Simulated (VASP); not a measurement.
Data:

```
CELL_PARAMETERS angstrom
      4.27795     0.00000     0.00000
     -2.13898     3.70481     0.00000
      0.00000     0.00000    22.79440
ATOMIC_POSITIONS crystal
  Sb 0.33333 0.66667 0.41427
  Sb 0.00000 0.00000 0.58573
  Te 0.00000 0.00000 0.34290
  Te 0.66667 0.33333 0.50000
  Te 0.33333 0.66667 0.65710
```

All values below come from PBEsol GGA, VASP's PBE PAW potentials (set 64) (plane waves; VASP). Settings: PREC = Normal, EDIFF = 1E-5, 400 eV cut-off, 12×12×1 Γ-centred mesh, Gaussian smearing of 0.050 eV, potentials Sb Te.

**Question.** The ions and cell shape at fixed volume are relaxed. Predict the relaxed structure.

**Answer.** 
```
CELL_PARAMETERS angstrom
      4.23956     0.00000     0.00000
     -2.11978     3.67157     0.00000
      0.00000     0.00000    23.20909
ATOMIC_POSITIONS crystal
  Sb 0.33333 0.66667 0.41500
  Sb 0.00000 0.00000 0.58500
  Te 0.00000 0.00000 0.34175
  Te 0.66667 0.33333 0.50000
  Te 0.33333 0.66667 0.65825
```

**Question.** How much energy does the relaxation gain?

**Answer.** The energy (σ→0) changes by -5.1 meV/atom, in 7 ionic steps.

| step | E(σ→0) (eV) | max force (eV/Å) | pressure (GPa) | volume (Å³) |
|---|---|---|---|---|
| 1 | -20.0983 | 0.357 | 0.23 | 361.27 |
| 2 | -20.1197 | 0.118 | 0.07 | 361.27 |
| 3 | -20.1224 | 0.101 | -0.04 | 361.27 |
| 4 | -20.1227 | 0.067 | -0.03 | 361.27 |
| 5 | -20.1227 | 0.058 | -0.03 | 361.27 |
| 6 | -20.1236 | 0.034 | -0.02 | 361.27 |
| 7 | -20.1240 | 0.007 | -0.01 | 361.27 |

The cell is a sheet with vacuum, built from Sb2Te3 (tetradymite).
